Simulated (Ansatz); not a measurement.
# SiC: the cost of one run

Program: Ansatz 0.2.0. Level of theory: DFT PBE, scalar-relativistic. These are calculated values, not measurements.

**1. The starting structure**

It takes space group P6_3mc (No. 186, hexagonal). The conventional cell has a = 3.076 Å, b = 3.076 Å, c = 5.048 Å, α = 90.00°, β = 90.00°, γ = 120.00°. Si (site symmetry 3m) is surrounded by 4 C at 1.87 to 1.94 Å. C (site symmetry 3m) is surrounded by 4 Si at 1.87 to 1.94 Å.

As a file:

```cif
data_structure
_symmetry_space_group_name_H-M 'P6_3mc'
_symmetry_Int_Tables_number 186
_cell_length_a 3.0760
_cell_length_b 3.0760
_cell_length_c 5.0480
_cell_angle_alpha 90.000
_cell_angle_beta 90.000
_cell_angle_gamma 120.000
_cell_volume 41.36
loop_
_atom_site_label
_atom_site_type_symbol
_atom_site_symmetry_multiplicity
_atom_site_Wyckoff_symbol
_atom_site_fract_x
_atom_site_fract_y
_atom_site_fract_z
_atom_site_occupancy
Si1 Si 2 b 0.33333 0.66667 0.00000 1
C1 C 2 b 0.33333 0.66667 0.38500 1
```

The file gives the conventional cell by its symmetry; the runs use the cell typed in the input.

Atoms are numbered in the order of the input: Si1, Si2, C3, C4.

**2. Volume × 0.96, LAPW**

File input.yaml:

```yaml
crystal:
  lattice:
    - [3.0344255669, 0.0, 0.0]
    - [-1.5172127834, 2.6278896269, 0.0]
    - [0.0, 0.0, 4.9797754205]
  atoms:
    - { symbol: Si, position: [0.3333333333, 0.6666666667, 0.0] }
    - { symbol: Si, position: [0.6666666667, 0.3333333333, 0.5] }
    - { symbol: C, position: [0.3333333333, 0.6666666667, 0.385] }
    - { symbol: C, position: [0.6666666667, 0.3333333333, 0.885] }
kpoints:
  mp_grid: { grid: [15, 15, 8] }
  band_path:
    path:
      - [0.0, 0.0, 0.0]
      - [0.5, 0.0, 0.0]
      - [0.3333333333, 0.3333333333, 0.0]
      - [0.0, 0.0, 0.0]
      - [0.0, 0.0, 0.5]
      - [0.5, 0.0, 0.5]
      - [0.3333333333, 0.3333333333, 0.5]
      - [0.0, 0.0, 0.5]
      - [0.5, 0.0, 0.5]
    npoints: 5
scf:
  occupations: { method: fermi_dirac, width: 0.08 }
hamiltonian:
  xc: pbe
  pseudopotentials: { kind: all_electron, lapw: { basis_error: 0.001 } }
output:
  forces: true
  stress: true
  eigenvalues: true
```

Run with:

```sh
> ansatz run input.yaml --threads 1 --pin off --max-ram 4096MiB --backend cpu --events-out ev --progress --plain --runs-dir out
```

Q: Estimate wall time and peak memory on 1 thread of Intel Xeon Platinum 8488C (Sapphire Rapids), shared host.

About 51 s, with a peak of 0.58 GiB.
